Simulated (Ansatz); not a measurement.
Runs of Ansatz 0.2.0 on Cs. The structure is tetragonal, space group I4/mmm (No. 139). The conventional cell has a = 5.500 Å, b = 5.500 Å, c = 8.194 Å, α = 90.00°, β = 90.00°, γ = 90.00°. This isn't the form of Cs at room conditions, which is bcc.

```csv
level,cutoff (eV),gap on the mesh (eV),pressure (GPa),relaxed volume (Å³/atom)
revPBE,420,none,0.0,(a)
r2SCAN,500,none,0.0,123.95
BLYP,420,none,0.0,123.95
LDA,420,none,0.0,96.43
PBEsol,420,none,0.0,108.77
```

Alike in all rows: task relaxation of cell and atoms; potentials or basis Ansatz PAW; no spin polarisation; cell relaxed; k mesh 7 × 7 × 7; smearing fermi-dirac 0.05 eV.

Estimate the missing entries.

(a) 129.20.

Caveats: the plane-wave basis is chosen anew once the cell has moved, so the energies of steps on either side of that aren't comparable; the PAW data sets come from PBE, with cores solved anew for the run's functional, which leaves a small shift of forces and pressure; the volume moved by over 15 % at a fixed basis, so the end points are rough (some runs).

A k mesh can miss the band edges, and the runs leave out spin-orbit coupling on Cs.

A gap of «none» marks a metal or a gap under the smearing width.

Runs at the PBE level aren't shown here.
